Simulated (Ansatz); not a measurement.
Runs of Ansatz 0.2.0 on TaN. It takes space group Fm-3m (No. 225, cubic). The conventional cell has a = 4.423 Å, b = 4.423 Å, c = 4.423 Å, α = 90.00°, β = 90.00°, γ = 90.00°. Ta (site symmetry m-3m) has 6 N at 2.21 Å as nearest neighbours. Around N (site symmetry m-3m) lie 6 Ta at 2.21 Å. The cell comes from a database or a generator and needn't be the stable form of this composition.

```csv
task,spin,cell,target pressure (GPa),points for each segment of the path,gap on the mesh (eV),pressure (GPa)
relaxation of cell and atoms,off,relaxed to 2 GPa,2,-,none,2.0
relaxation of cell and atoms,off,relaxed to 10 GPa,10,-,none,10.0
relaxation of cell and atoms,off,relaxed to 5 GPa,5,-,none,5.0
relaxation of cell and atoms,off,relaxed to 30 GPa,30,-,none,30.0
relaxation of cell and atoms,off,relaxed,0,-,none,0.0
band structure,off,as given,-,14,none,-10.7
band structure,"SOC, no magnetisation",as given,-,14,none,(a)
relaxation of cell and atoms,off,relaxed to 20 GPa,20,-,none,20.0
```

Alike in all rows: level PBEsol; potentials or basis Ansatz PAW; k mesh 10 × 10 × 10; cutoff (eV) 420; smearing fermi-dirac 0.05 eV.

**Question.** Estimate the missing entries.

**Answer.** (a) -10.8.

Caveats: the PAW data sets come from PBE, with cores solved anew for the run's functional, which leaves a small shift of forces and pressure; the plane-wave basis is chosen anew once the cell has moved, so the energies of steps on either side of that aren't comparable (some runs); spin-orbit coupling is left out, which moves the levels of the heavy elements (some runs).

A k mesh can miss the band edges, and rows without SOC leave out spin-orbit coupling on Ta.

A gap of «none» marks a metal or a gap under the smearing width.
